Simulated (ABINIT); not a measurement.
# Si2W (I4/mmm) in ABINIT: single point with PBE

Aim: the single point of Si2W with PBE.

Program: ABINIT 10.8.3 (patched build). These are calculated values, not measurements. Logs are shortened: lines on timing, memory, paths and dates and some standing lists are left out, and cuts for length are marked. The log counts tension as positive stress, the text compression.

## (1) The crystal as given

The structure is tetragonal, space group I4/mmm (No. 139). Conventional cell: a = 3.214 Å, b = 3.214 Å, c = 7.830 Å, α = 90.00°, β = 90.00°, γ = 90.00°. W (site symmetry 4/mmm) is surrounded by 10 Si at 2.62 Å. Around Si (site symmetry 4mm) lie 5 Si at 2.59 to 2.63 Å and 5 W at 2.62 Å.

## (2) Single point, PBE

Input file run.abi:

```
# Pseudopotentials
pp_dirpath "./"
pseudos "74_W_14_2.3_2.5_pbe_n_v1.0.psp8, 14_Si_4_1.9_1.9_pbe_n_v1.0.psp8"

# Structure
acell 8.5542390769 8.5542390769 8.5542390769
rprim
    -0.3549820016     0.3549820016     0.8648558013
     0.3549820016    -0.3549820016     0.8648558013
     0.3549820016     0.3549820016    -0.8648558013
ntypat 2
znucl 74 14
natom 3
typat 1 2 2
xred
     0.0000000000     0.0000000000     0.0000000000
     0.6653000000     0.6653000000     0.0000000000
     0.3347000000     0.3347000000     0.0000000000

# Plane-wave basis
ecut 380.959407 eV

# k points
kptopt 1
ngkpt 9 9 9
nshiftk 1
shiftk 0.0 0.0 0.0

# Exchange and correlation
ixc 11

# Bands and occupations
nband 15
occopt 3
tsmear 0.00183747

# SCF cycle
nstep 100
tolvrs 1.0e-10

# Output
iomode 3
prtwf 0
prteig 0
prtebands 0
prtden 1
prtvha 1
prtvclmb 1
prtpot 1
prtelf 1
```

Potentials or basis: SPMS NC PBE v1.0.

Launch:

```bash
abinit run.abi > log 2>&1
```

run.abo:

```text
.Version 10.8.3 of ABINIT
 Symmetries : space group I4/m m m (#139); Bravais tI (body-center tetrag.)
================================================================================
 Values of the parameters that define the memory need of the present run
     intxc =       0    ionmov =       0      iscf =       7    lmnmax =       8
     lnmax =       8     mgfft =      30  mpssoang =       4    mqgrid =    3001
     natom =       3  nloc_mem =       1    nspden =       1   nspinor =       1
    nsppol =       1      nsym =      16    n1xccc =    2501    ntypat =       2
    occopt =       3   xclevel =       2
       mpw =         694          nfft =       27000          nkpt =          75
================================================================================
================================================================================

--------------------------------------------------------------------------------
------------- Echo of variables that govern the present computation ------------
--------------------------------------------------------------------------------
 -outvars: echo values of preprocessed input variables --------
            acell      8.5542390769E+00  8.5542390769E+00  8.5542390769E+00 Bohr
              amu      1.83850000E+02  2.80855000E+01
             ecut      1.40000000E+01 Hartree
                       outvar_i_n : Printing only first  50 k-points.
              ixc          11
                       outvar_i_n : Printing only first  50 k-points.
         kptrlatt        9    0    0      0    9    0      0    0    9
          kptrlen      5.46588164E+01
            natom           3
            nband          15
            ngfft          30      30      30
             nkpt          75
            nstep         100
             nsym          16
           ntypat           2
                       prtocc : prtvol=0, do not print more k-points.
           occopt           3
        prtebands           0
           prteig           0
           prtelf           1
           prtpot           1
         prtvclmb           1
           prtvha           1
            prtwf           0
            rprim     -3.5498200160E-01  3.5498200160E-01  8.6485580130E-01
                       3.5498200160E-01 -3.5498200160E-01  8.6485580130E-01
                       3.5498200160E-01  3.5498200160E-01 -8.6485580130E-01
          spgroup         139
           tolvrs      1.00000000E-10
           tsmear      1.83747000E-03 Hartree
            typat      1  2  2
                       outvars : Printing only first  50 k-points.
           xangst      0.0000000000E+00  0.0000000000E+00  0.0000000000E+00
                      -3.2876152788E-16  2.4589103253E-16  5.2092324663E+00
                      -1.1862256997E-16  7.6931972047E-17  2.6206675281E+00
            xcart      0.0000000000E+00  0.0000000000E+00  0.0000000000E+00
                      -6.2126924843E-16  4.6466670829E-16  9.8440226875E+00
                      -2.2416416959E-16  1.4538035750E-16  4.9523438952E+00
             xred      0.0000000000E+00  0.0000000000E+00  0.0000000000E+00
                       6.6530000000E-01  6.6530000000E-01 -2.5785828431E-17
                       3.3470000000E-01  3.3470000000E-01 -1.2972368519E-17
            znucl       74.00000   14.00000

================================================================================

 chkinp: Checking input parameters for consistency.

================================================================================
== DATASET  1 ==================================================================

--- !DatasetInfo
iteration_state: {dtset: 1, }
dimensions: {natom: 3, nkpt: 75, mband: 15, nsppol: 1, nspinor: 1, nspden: 1, mpw: 694, }
cutoff_energies: {ecut:  14.0, pawecutdg:  -1.0, }
electrons: {nelect:   2.20000000E+01, charge:   0.00000000E+00, occopt:   3.00000000E+00, tsmear:   1.83747000E-03, }
meta: {optdriver: 0, ionmov: 0, optcell: 0, iscf: 7, paral_kgb: 0, }
...

 Exchange-correlation functional for the present dataset will be:
  GGA: Perdew-Burke-Ernzerhof functional - ixc=11
  J.P.Perdew, K.Burke, M.Ernzerhof, PRL 77, 3865 (1996)

 Real(R)+Recip(G) space primitive vectors, cartesian coordinates (Bohr,Bohr^-1):
 R(1)= -3.0366009  3.0366009  7.3981833  G(1)=  0.0000000  0.1646578  0.0675842
 R(2)=  3.0366009 -3.0366009  7.3981833  G(2)=  0.1646578  0.0000000  0.0675842
 R(3)=  3.0366009  3.0366009 -7.3981833  G(3)=  0.1646578  0.1646578  0.0000000
 Unit cell volume ucvol=  2.7287297E+02 bohr^3
 Angles (23,13,12)=  1.38415317E+02  1.38415317E+02  6.02675125E+01 degrees

 getcut: wavevector=  0.0000  0.0000  0.0000  ngfft=  30  30  30
         ecut(hartree)=     14.000   => boxcut(ratio)=   2.08333

--- Pseudopotential description ------------------------------------------------
- pspini: atom type   1  psp file is ./74_W_14_2.3_2.5_pbe_n_v1.0.psp8
    8   11    3    4       600   0.00000      pspcod,pspxc,lmax,lloc,mmax,r2well
    5.99000000000000    5.00000000000000    0.00000000000000   rchrg,fchrg,qchrg
     nproj     2     2     2     2
     extension_switch     1

- pspini: atom type   2  psp file is ./14_Si_4_1.9_1.9_pbe_n_v1.0.psp8
    8   11    2    4       600   0.00000      pspcod,pspxc,lmax,lloc,mmax,r2well
    5.99000000000000    4.00000000000000    0.00000000000000   rchrg,fchrg,qchrg
     nproj     2     2     2
     extension_switch     1

   1.51188663E+03                                ecore*ucvol(ha*bohr**3)
--------------------------------------------------------------------------------

================================================================================

--- !BeginCycle
iteration_state: {dtset: 1, }
solver: {iscf: 7, nstep: 100, nline: 4, wfoptalg: 0, }
tolerances: {tolvrs: 1.00E-10, }
...

     iter   Etot(hartree)      deltaE(h)  residm     vres2
 ETOT  1  -84.319198204231    -8.432E+01 5.960E-02 8.610E+00
 ETOT  2  -84.340962624116    -2.176E-02 1.393E-02 1.531E+01
 ETOT  3  -84.346064940886    -5.102E-03 1.792E-03 8.084E-02
 ETOT  4  -84.346092380541    -2.744E-05 2.315E-03 1.128E-03
 ETOT  5  -84.346092685643    -3.051E-07 6.010E-04 1.605E-04
 ETOT  6  -84.346092735393    -4.975E-08 4.742E-04 8.625E-07
 ETOT  7  -84.346092735714    -3.211E-10 3.823E-04 4.183E-09
 ETOT  8  -84.346092735716    -2.146E-12 3.713E-04 8.013E-11

 At SCF step    8       vres2   =  8.01E-11 < tolvrs=  1.00E-10 =>converged.

 Compute ELF
--------------------------------------------------------------------------------

 Compute kinetic energy density

 Compute gradient of the electron density
 Electron Localization Function (ELF) [min:0;max:1]
)     Maximum=    7.9525E-01  at reduced coord.    0.7667    0.7667    0.9667
)     Minimum=    1.9204E-06  at reduced coord.    0.3333    0.3333    0.0000
   Integrated=    1.2448E+02

--------------------------------------------------------------------------------
 End of ELF section

 Cartesian components of stress tensor (hartree/bohr^3)
  sigma(1 1)= -7.52171745E-05  sigma(3 2)=  0.00000000E+00
  sigma(2 2)= -7.52171745E-05  sigma(3 1)=  0.00000000E+00
  sigma(3 3)= -8.35596433E-05  sigma(2 1)=  0.00000000E+00

--- !ResultsGS
iteration_state: {dtset: 1, }
comment   : Summary of ground state results
lattice_vectors:
- [ -3.0366009,   3.0366009,   7.3981833, ]
- [  3.0366009,  -3.0366009,   7.3981833, ]
- [  3.0366009,   3.0366009,  -7.3981833, ]
lattice_lengths: [   8.55424,    8.55424,    8.55424, ]
lattice_angles: [138.415, 138.415,  60.268, ] # degrees, (23, 13, 12)
lattice_volume:   2.7287297E+02
convergence: {deltae: -2.146E-12, res2:  8.013E-11, residm:  3.713E-04, diffor: null, }
etotal    :  -8.43460927E+01
entropy   :   0.00000000E+00
fermie    :   3.57168086E-01
cartesian_stress_tensor: # hartree/bohr^3
- [ -7.52171745E-05,   0.00000000E+00,   0.00000000E+00, ]
- [  0.00000000E+00,  -7.52171745E-05,   0.00000000E+00, ]
- [  0.00000000E+00,   0.00000000E+00,  -8.35596433E-05, ]
pressure_GPa:   2.2948E+00
xred      :
- [  0.0000E+00,   0.0000E+00,   0.0000E+00,  W]
- [  6.6530E-01,   6.6530E-01,  -2.5786E-17, Si]
- [  3.3470E-01,   3.3470E-01,  -1.2972E-17, Si]
cartesian_forces: # hartree/bohr
- [  7.22801448E-20,   7.22801448E-20,   7.22801448E-20, ]
- [  6.96715628E-20,   6.96715628E-20,   8.25104392E-04, ]
- [ -1.41951708E-19,  -1.41951708E-19,  -8.25104392E-04, ]
force_length_stats: {min:   1.25192883E-19, max:   8.25104392E-04, mean:   5.50069594E-04, }
...

 Integrated electronic density in atomic spheres:
 ------------------------------------------------
 Atom  Sphere_radius  Integrated_density
    1        2.00000         10.24084556
    2        2.00000          1.79766283
    3        2.00000          1.79766283
================================================================================

 ----iterations are completed or convergence reached----

 Mean square residual over all n,k,spin=   12.037E-07; max=  37.129E-05
 reduced coordinates (array xred) for    3 atoms
       0.000000000000      0.000000000000      0.000000000000
       0.665300000000      0.665300000000     -0.000000000000
       0.334700000000      0.334700000000     -0.000000000000
 rms dE/dt=  4.9841E-03; max dE/dt=  6.1043E-03; dE/dt below (all hartree)
    1       0.000000000000     -0.000000000000     -0.000000000000
    2      -0.006104273524     -0.006104273524      0.006104273524
    3       0.006104273524      0.006104273524     -0.006104273524

 cartesian coordinates (angstrom) at end:
    1      0.00000000000000     0.00000000000000     0.00000000000000
    2     -0.00000000000000     0.00000000000000     5.20923246629733
    3     -0.00000000000000     0.00000000000000     2.62066752813726

 cartesian forces (hartree/bohr) at end:
    1      0.00000000000000     0.00000000000000     0.00000000000000
    2      0.00000000000000     0.00000000000000     0.00082510439170
    3     -0.00000000000000    -0.00000000000000    -0.00082510439170
 frms,max,avg= 3.8895794E-04 8.2510439E-04   0.000E+00  0.000E+00  0.000E+00 h/b

 cartesian forces (eV/Angstrom) at end:
    1      0.00000000000000     0.00000000000000     0.00000000000000
    2      0.00000000000000     0.00000000000000     0.04242857373368
    3     -0.00000000000000    -0.00000000000000    -0.04242857373368
 frms,max,avg= 2.0001021E-02 4.2428574E-02   0.000E+00  0.000E+00  0.000E+00 e/A
 length scales=  8.554239076900  8.554239076900  8.554239076900 bohr
              =  4.526708373040  4.526708373040  4.526708373040 angstroms
 Fermi (or HOMO) energy (hartree) =   0.35717   Average Vxc (hartree)=  -0.46168
 Eigenvalues (hartree) for nkpt=  75  k points:
 kpt#   1, nband= 15, wtk=  0.00137, kpt=  0.0000  0.0000  0.0000 (reduced coord)
  -2.35529   -1.04124   -1.04024   -1.04024   -0.15769    0.10788    0.22235    0.23809
   0.25533    0.25533    0.38252    0.46068    0.46837    0.47277    0.47277
      occupation numbers for kpt#   1
   2.00000    2.00000    2.00000    2.00000    2.00000    2.00000    2.00000    2.00000
   2.00000    2.00000    0.00000    0.00000    0.00000    0.00000    0.00000
 prteigrs : prtvol=0 or 1, do not print more k-points.

--- !EnergyTerms
iteration_state     : {dtset: 1, }
comment             : Components of total free energy in Hartree
kinetic             :  2.36582986068595E+01
hartree             :  1.43119216501570E+01
xc                  : -1.93397696498272E+01
Ewald energy        : -6.26385811297711E+01
psp_core            :  5.54062443226837E+00
local_psp           : -3.57822507219317E+01
non_local_psp       : -1.00962316732294E+01
internal            : -8.43459884854745E+01
'-kT*entropy'       : -1.04250241694380E-04
total_energy        : -8.43460927357162E+01
total_energy_eV     : -2.29517410777091E+03
band_energy         : -8.58886102371883E+00
...

 Cartesian components of stress tensor (hartree/bohr^3)
  sigma(1 1)= -7.52171745E-05  sigma(3 2)=  0.00000000E+00
  sigma(2 2)= -7.52171745E-05  sigma(3 1)=  0.00000000E+00
  sigma(3 3)= -8.35596433E-05  sigma(2 1)=  0.00000000E+00

-Cartesian components of stress tensor (GPa)         [Pressure=  2.2948E+00 GPa]
- sigma(1 1)= -2.21296568E+00  sigma(3 2)=  0.00000000E+00
- sigma(2 2)= -2.21296568E+00  sigma(3 1)=  0.00000000E+00
- sigma(3 3)= -2.45840958E+00  sigma(2 1)=  0.00000000E+00

== END DATASET(S) ==============================================================
================================================================================

 -outvars: echo values of variables after computation  --------
            acell      8.5542390769E+00  8.5542390769E+00  8.5542390769E+00 Bohr
           etotal     -8.4346092736E+01
            fcart      7.2280144834E-20  7.2280144833E-20  7.2280144833E-20
                       6.9671562811E-20  6.9671562812E-20  8.2510439170E-04
                      -1.4195170765E-19 -1.4195170764E-19 -8.2510439170E-04
            rprim     -3.5498200160E-01  3.5498200160E-01  8.6485580130E-01
                       3.5498200160E-01 -3.5498200160E-01  8.6485580130E-01
                       3.5498200160E-01  3.5498200160E-01 -8.6485580130E-01
           strten     -7.5217174521E-05 -7.5217174521E-05 -8.3559643303E-05
                       0.0000000000E+00  0.0000000000E+00  0.0000000000E+00
           xangst      0.0000000000E+00  0.0000000000E+00  0.0000000000E+00
                      -3.2876152788E-16  2.4589103253E-16  5.2092324663E+00
                      -1.1862256997E-16  7.6931972047E-17  2.6206675281E+00
             xred      0.0000000000E+00  0.0000000000E+00  0.0000000000E+00
                       6.6530000000E-01  6.6530000000E-01 -2.5785828431E-17
                       3.3470000000E-01  3.3470000000E-01 -1.2972368519E-17
 Calculation completed.
```

Run time: 27 s. Hardware: 1 thread of Arm Neoverse V2, shared host; peak memory 0.07 GiB.

Results:

```yaml
Free_energy: -2295.1741 eV
Largest_force: 0.042 eV/Å
Band_gap_on_the_k_mesh: none (metal or under the smearing width)
Valence_electrons_inside_the_program's_atomic_spheres: W 10.24; Si 1.80
```

Forces in eV/Å, atoms in the order of the input:
```
W    0.000  0.000  0.000
Si   0.000  0.000  0.042
Si   0.000  0.000 -0.042
```

Levels at points of the mesh, in eV from the Fermi level:
| k point | band 7 | band 8 | band 9 | band 10 | band 11 | band 12 | band 13 | band 14 | band 15 |
| --- | --- | --- | --- | --- | --- | --- | --- | --- | --- |
| (0.00, 0.00, 0.00) | -3.67 | -3.24 | -2.77 | -2.77 | 0.69 | 2.82 | 3.03 | 3.15 | 3.15 |

Caveat: the cutoff is too short for stress, so the log's stress isn't used.
